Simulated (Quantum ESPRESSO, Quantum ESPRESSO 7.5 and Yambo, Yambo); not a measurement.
# CdSe (F-43m): G0W0 with Yambo, start to end

Aim: the G0W0 gap of CdSe (F-43m) on PBE, step by step.

Main program and level: Quantum ESPRESSO 7.5 and Yambo 5.3.0; PBE and many-body steps on it, plane waves.

**Experimental background.**

- Gap 1.69 ± 0.02 eV: direct gap from (alpha E)^2 extrapolation; spectroscopic ellipsometry; 300 K; film (fully relaxed MBE film, 304 nm) on GaAs(100) (“Band gap bowing of binary alloys: Experimental results compared to theoretical tight-binding supercell calculations for CdZnSe”, 2010, arxiv:1007.2297).

## (1) Starting point

It takes space group F-43m (No. 216, cubic). Conventional cell: a = 6.050 Å, b = 6.050 Å, c = 6.050 Å, α = 90.00°, β = 90.00°, γ = 90.00°. Nearest to Cd lie 4 Se at 2.62 Å. Nearest to Se lie 4 Cd at 2.62 Å. Farther neighbours and most contacts between anions are not listed.

The lattice is a measured one from papers, the positions are the Materials Project's; both are kept fixed.

## (2) Ground state

This step: Quantum ESPRESSO 7.5; DFT, PBE, plane waves, norm-conserving pseudopotentials.

The ground-state density comes first.

Input file pw.in:

```
&control
  calculation = 'scf'
  prefix = 'x'
  outdir = 'o'
  pseudo_dir = 'pseudo'
/
&system
  ibrav = 0
  nat = 2
  ntyp = 2
  ecutwfc = 104.0
  nbnd = 27
  force_symmorphic = .true.
/
&electrons
  conv_thr = 1e-10
  electron_maxstep = 80
  mixing_beta = 0.5
/
ATOMIC_SPECIES
  Cd 112.41 Cd.upf
  Se 78.971 Se.upf
CELL_PARAMETERS angstrom
  0.0000000000 3.0250000000 3.0250000000
  3.0250000000 0.0000000000 3.0250000000
  3.0250000000 3.0250000000 0.0000000000
ATOMIC_POSITIONS crystal
  Cd 0.0000000000 0.0000000000 0.0000000000
  Se 0.7500000000 0.7500000000 0.7500000000
K_POINTS automatic
  6 6 6 0 0 0
```

Run with:

```bash
> OMP_NUM_THREADS=1 mpirun -n 4 pw.x -nk 4 -in pw.in > pw.out
```

What it wrote:

```text
Program PWSCF v.7.5 starts

     This program is part of the open-source Quantum ESPRESSO suite
     for quantum simulation of materials; please cite
         "P. Giannozzi et al., J. Phys.:Condens. Matter 21 395502 (2009);
         "P. Giannozzi et al., J. Phys.:Condens. Matter 29 465901 (2017);
         "P. Giannozzi et al., J. Chem. Phys. 152 154105 (2020);
     in publications or presentations arising from this work. More details at
     Message from routine setup:
     using ibrav=0 with symmetry is DISCOURAGED, use correct ibrav instead

     G-vector sticks info

     bravais-lattice index     =            0
     lattice parameter (alat)  =       8.0842  a.u.
     unit-cell volume          =     373.5964 (a.u.)^3
     number of atoms/cell      =            2
     number of atomic types    =            2
     number of electrons       =        44.00
     number of Kohn-Sham states=           27
     kinetic-energy cutoff     =     104.0000  Ry
     charge density cutoff     =     416.0000  Ry
     scf convergence threshold =      1.0E-10
     mixing beta               =       0.5000
     number of iterations used =            8  plain     mixing
     Exchange-correlation= PBE
                           (   1   4   3   4   0   0   0)

     celldm(1)=   8.084241  celldm(2)=   0.000000  celldm(3)=   0.000000
     celldm(4)=   0.000000  celldm(5)=   0.000000  celldm(6)=   0.000000

     crystal axes: (cart. coord. in units of alat)
               a(1) = (   0.000000   0.707107   0.707107 )
               a(2) = (   0.707107   0.000000   0.707107 )
               a(3) = (   0.707107   0.707107   0.000000 )

     reciprocal axes: (cart. coord. in units 2 pi/alat)
               b(1) = ( -0.707107  0.707107  0.707107 )
               b(2) = (  0.707107 -0.707107  0.707107 )
               b(3) = (  0.707107  0.707107 -0.707107 )
     Pseudo is Norm-conserving + core correction, Zval = 20.0
     Generated using ONCVPSP code by D. R. Hamann
     Using radial grid of 1368 points,  6 beta functions with:
     Pseudo is Norm-conserving + core correction, Zval = 24.0
     Generated using ONCVPSP code by D. R. Hamann
     Using radial grid of 1214 points,  6 beta functions with:
     Cd               20.00   112.41000     Cd( 1.00)
     Se               24.00    78.97100     Se( 1.00)

     24 Sym. Ops. (no inversion) found

   Cartesian axes

     site n.     atom                  positions (alat units)
         1        Cd     tau(   1) = (   0.0000000   0.0000000   0.0000000  )
         2        Se     tau(   2) = (   1.0606602   1.0606602   1.0606602  )

     number of k points=    16
                       cart. coord. in units 2pi/alat
        k(    1) = (   0.0000000   0.0000000   0.0000000), wk =   0.0092593
        k(    2) = (   0.1178511   0.1178511  -0.1178511), wk =   0.0740741
        k(    3) = (   0.2357023   0.2357023  -0.2357023), wk =   0.0740741
        k(    4) = (  -0.3535534  -0.3535534   0.3535534), wk =   0.0370370
        k(    5) = (   0.2357023   0.0000000  -0.0000000), wk =   0.0555556
        k(    6) = (   0.3535534   0.1178511  -0.1178511), wk =   0.2222222
        k(    7) = (  -0.2357023  -0.4714045   0.4714045), wk =   0.2222222
        k(    8) = (  -0.1178511  -0.3535534   0.3535534), wk =   0.2222222
        k(    9) = (   0.0000000  -0.2357023   0.2357023), wk =   0.1111111
        k(   10) = (   0.4714045   0.0000000  -0.0000000), wk =   0.0555556
     [... 4 further rows ...]
        k(   15) = (  -0.1178511  -0.3535534   0.5892557), wk =   0.2222222
        k(   16) = (  -0.7071068   0.2357023   0.0000000), wk =   0.1111111

     Dense  grid:    53497 G-vectors     FFT dimensions: (  54,  54,  54)

     Initial potential from superposition of free atoms

     starting charge      43.9997, renormalised to      44.0000
     Starting wfcs are   23 randomized atomic wfcs +    4 random wfcs

     per-process dynamical memory:    45.8 Mb

     Self-consistent Calculation

     iteration #  1     ecut=   104.00 Ry     beta= 0.50

     Threshold (ethr) on eigenvalues was too large:
     Diagonalizing with lowered threshold

     total energy              =   -1027.25810268 Ry
     estimated scf accuracy    <       0.08484266 Ry

     iteration #  2     ecut=   104.00 Ry     beta= 0.50

     total energy              =   -1027.27848738 Ry
     estimated scf accuracy    <       0.00829394 Ry

     iteration #  3     ecut=   104.00 Ry     beta= 0.50

     total energy              =   -1027.27978330 Ry
     estimated scf accuracy    <       0.00089064 Ry

     iteration #  4     ecut=   104.00 Ry     beta= 0.50

     total energy              =   -1027.27986490 Ry
     estimated scf accuracy    <       0.00004856 Ry

     iteration #  5     ecut=   104.00 Ry     beta= 0.50

     total energy              =   -1027.27986949 Ry
     estimated scf accuracy    <       0.00000467 Ry

     iteration #  6     ecut=   104.00 Ry     beta= 0.50

     total energy              =   -1027.27987037 Ry
     estimated scf accuracy    <       0.00000021 Ry

     iteration #  7     ecut=   104.00 Ry     beta= 0.50

     total energy              =   -1027.27987041 Ry
     estimated scf accuracy    <       0.00000010 Ry

     iteration #  8     ecut=   104.00 Ry     beta= 0.50

     total energy              =   -1027.27987042 Ry
     estimated scf accuracy    <          1.4E-09 Ry

     iteration #  9     ecut=   104.00 Ry     beta= 0.50

     total energy              =   -1027.27987042 Ry
     estimated scf accuracy    <          8.5E-10 Ry

     iteration # 10     ecut=   104.00 Ry     beta= 0.50

     End of self-consistent calculation

          k = 0.0000 0.0000 0.0000 (  6735 PWs)   bands (ev):

  -198.7238-138.2020-138.2020-138.2020 -93.3811 -54.4431 -54.4431 -54.4431
   -38.3758 -38.3758 -38.3758 -38.3721 -38.3721  -4.3449   0.3513   0.3513
     0.3513   0.7425   0.7425   8.3376   8.3376   8.3376   8.9804  14.2838
    14.2838  14.2838  18.2020

          k = 0.1179 0.1179-0.1179 (  6657 PWs)   bands (ev):

  -198.7238-138.2020-138.2020-138.2020 -93.3811 -54.4431 -54.4431 -54.4431
   -38.3758 -38.3758 -38.3758 -38.3721 -38.3721  -4.2492   0.3814   0.3814
     0.4409   0.7415   0.7415   6.6175   8.1214   8.1214  10.2871  14.0576
    14.6139  14.6139  18.5041

          k = 0.2357 0.2357-0.2357 (  6724 PWs)   bands (ev):

  -198.7238-138.2020-138.2020-138.2020 -93.3811 -54.4433 -54.4431 -54.4431
   -38.3759 -38.3758 -38.3758 -38.3720 -38.3720  -4.0548   0.4314   0.4314
     0.7529   0.7529   0.7530   4.7606   7.7397   7.7397  10.7755  14.8624
    14.8624  14.9469  18.2155

          k =-0.3536-0.3536 0.3536 (  6658 PWs)   bands (ev):

     [... further k-points ...]

     highest occupied, lowest unoccupied level (ev):     8.3376    8.9804

!    total energy              =   -1027.27987042 Ry
     estimated scf accuracy    <          6.4E-11 Ry

     The total energy is the sum of the following terms:
     one-electron contribution =    -880.94886381 Ry
     hartree contribution      =     418.60470941 Ry
     xc contribution           =    -106.19733478 Ry
     ewald contribution        =    -458.73838124 Ry

     convergence has been achieved in  10 iterations

     XML data file, charge density, pseudopotentials, collected wavefunctions

=------------------------------------------------------------------------------=
   JOB DONE.
=------------------------------------------------------------------------------=
```

Wall time 18 s (4 MPI ranks of Arm Neoverse V1, shared host); peak memory 0.42 GiB; 72 s of CPU time.

Numbers from this step:

- total energy: -13976.8547 eV
- gap: 0.6427 eV
- k of the valence top: 0, 0, 0
- k of the conduction bottom: 0, 0, 0
- least direct gap: 0.6427 eV

The gap is direct, at Γ.

## (3) Bands along the symmetry lines

The cheap functional maps the bands first; the places of the edges decide which points the dearer methods must see.

Input file pw.in:

```
&control
  calculation = 'bands'
  prefix = 'x'
  outdir = 'o'
  pseudo_dir = 'pseudo'
/
&system
  ibrav = 0
  nat = 2
  ntyp = 2
  ecutwfc = 104.0
  nbnd = 28
  force_symmorphic = .true.
/
&electrons
  conv_thr = 1e-9
  electron_maxstep = 80
  diago_full_acc = .true.
  diago_thr_init = 5e-6
/
ATOMIC_SPECIES
  Cd 112.41 Cd.upf
  Se 78.971 Se.upf
CELL_PARAMETERS angstrom
  0.0000000000 3.0250000000 3.0250000000
  3.0250000000 0.0000000000 3.0250000000
  3.0250000000 3.0250000000 0.0000000000
ATOMIC_POSITIONS crystal
  Cd 0.0000000000 0.0000000000 0.0000000000
  Se 0.7500000000 0.7500000000 0.7500000000
K_POINTS crystal
  50
  0.00000000 0.00000000 0.00000000 1
  -0.06250000 -0.06250000 0.00000000 1
  -0.12500000 -0.12500000 0.00000000 1
  -0.18750000 -0.18750000 0.00000000 1
  -0.25000000 -0.25000000 0.00000000 1
  -0.31250000 -0.31250000 0.00000000 1
  -0.37500000 -0.37500000 0.00000000 1
  -0.43750000 -0.43750000 0.00000000 1
  -0.50000000 -0.50000000 0.00000000 1
  -0.48437500 -0.48437500 0.03125000 1
  -0.46875000 -0.46875000 0.06250000 1
  -0.45312500 -0.45312500 0.09375000 1
  -0.43750000 -0.43750000 0.12500000 1
  -0.42187500 -0.42187500 0.15625000 1
  -0.40625000 -0.40625000 0.18750000 1
  -0.39062500 -0.39062500 0.21875000 1
  -0.37500000 -0.37500000 0.25000000 1
  -0.37500000 0.00000000 0.37500000 1
  -0.32812500 0.00000000 0.32812500 1
  -0.28125000 0.00000000 0.28125000 1
  -0.23437500 0.00000000 0.23437500 1
  -0.18750000 0.00000000 0.18750000 1
  -0.14062500 0.00000000 0.14062500 1
  -0.09375000 0.00000000 0.09375000 1
  -0.04687500 0.00000000 0.04687500 1
  0.00000000 0.00000000 0.00000000 1
  0.00000000 0.00000000 0.06250000 1
  0.00000000 0.00000000 0.12500000 1
  0.00000000 0.00000000 0.18750000 1
  0.00000000 0.00000000 0.25000000 1
  0.00000000 0.00000000 0.31250000 1
  0.00000000 0.00000000 0.37500000 1
  0.00000000 0.00000000 0.43750000 1
  -0.00000000 -0.00000000 0.50000000 1
  -0.06250000 -0.03125000 0.46875000 1
  -0.12500000 -0.06250000 0.43750000 1
  -0.18750000 -0.09375000 0.40625000 1
  -0.25000000 -0.12500000 0.37500000 1
  -0.31250000 -0.15625000 0.34375000 1
  -0.37500000 -0.18750000 0.31250000 1
  -0.43750000 -0.21875000 0.28125000 1
  -0.50000000 -0.25000000 0.25000000 1
  -0.50000000 -0.28125000 0.21875000 1
  -0.50000000 -0.31250000 0.18750000 1
  -0.50000000 -0.34375000 0.15625000 1
  -0.50000000 -0.37500000 0.12500000 1
  -0.50000000 -0.40625000 0.09375000 1
  -0.50000000 -0.43750000 0.06250000 1
  -0.50000000 -0.46875000 0.03125000 1
  -0.50000000 -0.50000000 0.00000000 1
```

What it wrote:

```text
[banner, memory and clock lines left out]
Program PWSCF v.7.5 starts

     Atomic positions and unit cell read from directory:
     o/x.save/

     Message from routine setup:
     using ibrav=0 with symmetry is DISCOURAGED, use correct ibrav instead

     G-vector sticks info

     bravais-lattice index     =            0
     lattice parameter (alat)  =       8.0842  a.u.
     unit-cell volume          =     373.5964 (a.u.)^3
     number of atoms/cell      =            2
     number of atomic types    =            2
     number of electrons       =        44.00
     number of Kohn-Sham states=           28
     kinetic-energy cutoff     =     104.0000  Ry
     charge density cutoff     =     416.0000  Ry
     Exchange-correlation= PBE
                           (   1   4   3   4   0   0   0)

     celldm(1)=   8.084241  celldm(2)=   0.000000  celldm(3)=   0.000000
     celldm(4)=   0.000000  celldm(5)=   0.000000  celldm(6)=   0.000000

     crystal axes: (cart. coord. in units of alat)
               a(1) = (   0.000000   0.707107   0.707107 )
               a(2) = (   0.707107   0.000000   0.707107 )
               a(3) = (   0.707107   0.707107   0.000000 )

     reciprocal axes: (cart. coord. in units 2 pi/alat)
               b(1) = ( -0.707107  0.707107  0.707107 )
               b(2) = (  0.707107 -0.707107  0.707107 )
               b(3) = (  0.707107  0.707107 -0.707107 )
     Pseudo is Norm-conserving + core correction, Zval = 20.0
     Generated using ONCVPSP code by D. R. Hamann
     Using radial grid of 1368 points,  6 beta functions with:
     Pseudo is Norm-conserving + core correction, Zval = 24.0
     Generated using ONCVPSP code by D. R. Hamann
     Using radial grid of 1214 points,  6 beta functions with:
     Cd               20.00   112.41000     Cd( 1.00)
     Se               24.00    78.97100     Se( 1.00)

     24 Sym. Ops. (no inversion) found

   Cartesian axes

     site n.     atom                  positions (alat units)
         1        Cd     tau(   1) = (   0.0000000   0.0000000   0.0000000  )
         2        Se     tau(   2) = (   1.0606602   1.0606602   1.0606602  )

     number of k points=    50
                       cart. coord. in units 2pi/alat
        k(    1) = (   0.0000000   0.0000000   0.0000000), wk =   0.0400000
        k(    2) = (   0.0000000   0.0000000  -0.0883883), wk =   0.0400000
        k(    3) = (   0.0000000   0.0000000  -0.1767767), wk =   0.0400000
[...]
[... 38 further rows ...]
        k(   49) = (   0.0441942  -0.0000000  -0.7071068), wk =   0.0400000
        k(   50) = (   0.0000000   0.0000000  -0.7071068), wk =   0.0400000

     Dense  grid:    53497 G-vectors     FFT dimensions: (  54,  54,  54)

     The potential is recalculated from file :
     o/x.save/charge-density

     Starting wfcs are   23 randomized atomic wfcs +    5 random wfcs

     Band Structure Calculation

     End of band structure calculation

          k = 0.0000 0.0000 0.0000 (  6735 PWs)   bands (ev):

  -198.7240-138.2021-138.2021-138.2021 -93.3810 -54.4430 -54.4430 -54.4430
   -38.3759 -38.3759 -38.3759 -38.3722 -38.3722  -4.3449   0.3513   0.3513
     0.3513   0.7425   0.7425   8.3376   8.3376   8.3376   8.9804  14.2838
    14.2838  14.2838  18.2021  19.5140

          k = 0.0000 0.0000-0.0884 (  6703 PWs)   bands (ev):

  -198.7240-138.2021-138.2021-138.2021 -93.3810 -54.4431 -54.4430 -54.4430
   -38.3759 -38.3759 -38.3759 -38.3722 -38.3722  -4.3256   0.3603   0.3603
[...]
14.4178  14.4178  18.4806  18.7428

          k = 0.0000 0.0000-0.1768 (  6667 PWs)   bands (ev):

  -198.7240-138.2021-138.2021-138.2021 -93.3810 -54.4431 -54.4431 -54.4431
[...]
14.7920  14.7920  17.5571  19.4345

          k =-0.0000 0.0000-0.2652 (  6679 PWs)   bands (ev):

[...]
k = 0.0000 0.0000-0.3536 (  6715 PWs)   bands (ev):

[...]
k = 0.0000-0.0000-0.4419 (  6698 PWs)   bands (ev):

[...]
k =-0.0000 0.0000-0.5303 (  6686 PWs)   bands (ev):

[...]
k = 0.0000-0.0000-0.6187 (  6710 PWs)   bands (ev):

[...]
k = 0.5303-0.0000-0.5303 (  6713 PWs)   bands (ev):

[...]
k = 0.0000 0.0000 0.0000 (  6735 PWs)   bands (ev):

[...]
k = 0.1326 0.0000-0.7071 (  6698 PWs)   bands (ev):

[...]
k = 0.0884-0.0000-0.7071 (  6702 PWs)   bands (ev):

[...]
k = 0.0442-0.0000-0.7071 (  6728 PWs)   bands (ev):

  -198.7240-138.2021-138.2021-138.2021 -93.3810 -54.4433 -54.4432 -54.4432
[...]
17.4583  18.4621  18.6722  20.7749

          k = 0.0000 0.0000-0.7071 (  6710 PWs)   bands (ev):

  -198.7240-138.2021-138.2021-138.2021 -93.3810 -54.4433 -54.4432 -54.4432
   -38.3761 -38.3759 -38.3759 -38.3722 -38.3721  -3.8344   0.5465   0.6254
     0.6254   0.8038   1.1170   4.1894   6.4334   6.4334  11.4600  12.1219
    17.5115  18.6566  18.6566  20.6934

     XML data file, pseudopotentials, collected wavefunctions
```

Elapsed: 12 s, on 4 MPI ranks; peak memory 0.34 GiB.

Numbers from this step:

| Quantity | Value |
| --- | --- |
| gap | 0.6427 eV |
| k of the valence top | 0, 0, 0 |
| k of the conduction bottom | 0, 0, 0 |
| least direct gap | 0.6427 eV |

The gap is 0.643 eV, as in the run before at this level.

Electronic bands along the path, in eV, zero at the top of the highest filled band:

| point | band 19 | band 20 | band 21 | band 22 | band 23 | band 24 | band 25 | band 26 |
| --- | --- | --- | --- | --- | --- | --- | --- | --- |
| Γ | -7.60 | 0.00 | 0.00 | 0.00 | 0.64 | 5.95 | 5.95 | 5.95 |
| halfway | -7.56 | -2.59 | -1.06 | -1.06 | 3.34 | 4.22 | 7.69 | 7.69 |
| X | -7.22 | -4.15 | -1.90 | -1.90 | 3.12 | 3.78 | 9.17 | 10.32 |
| halfway | -7.18 | -4.13 | -2.19 | -1.81 | 3.40 | 4.17 | 8.82 | 9.66 |
| U | -7.13 | -4.09 | -2.59 | -1.56 | 3.72 | 5.20 | 8.31 | 8.65 |
| jump to K | -7.13 | -4.09 | -2.59 | -1.56 | 3.72 | 5.20 | 8.31 | 8.65 |
| halfway | -7.55 | -2.98 | -1.44 | -0.44 | 3.22 | 5.71 | 6.36 | 6.68 |
| Γ | -7.60 | 0.00 | 0.00 | 0.00 | 0.64 | 5.95 | 5.95 | 5.95 |
| halfway | -7.59 | -2.70 | -0.41 | -0.41 | 2.33 | 5.99 | 6.47 | 6.47 |
| L | -7.29 | -4.48 | -0.77 | -0.77 | 2.42 | 6.46 | 6.46 | 7.46 |
| halfway | -7.20 | -4.22 | -2.03 | -1.26 | 3.91 | 5.46 | 6.88 | 8.06 |
| W | -7.09 | -4.06 | -2.29 | -2.27 | 5.11 | 5.22 | 6.51 | 7.61 |
| halfway | -7.15 | -4.11 | -2.10 | -2.10 | 3.87 | 4.35 | 8.45 | 8.47 |
| X | -7.22 | -4.15 | -1.90 | -1.90 | 3.12 | 3.78 | 9.17 | 10.32 |

(Continued in part 2 of 3.)

[Paths, hosts, dates, memory and timing lines, banners, echoed tables and standing remarks are left out of the program output.]

[Logs are printed without paths, hosts, clocks, repeated set-up lines and the standing remarks that a program may print on its own settings, such as how far it seeks lower states.]

[Runs of the session that timed out or met a known fault of the program may be left out.]

[Hosts, paths, dates, database ids (printed as entryN), source tags and the programs' standing remarks are cut or masked in the printed files.]
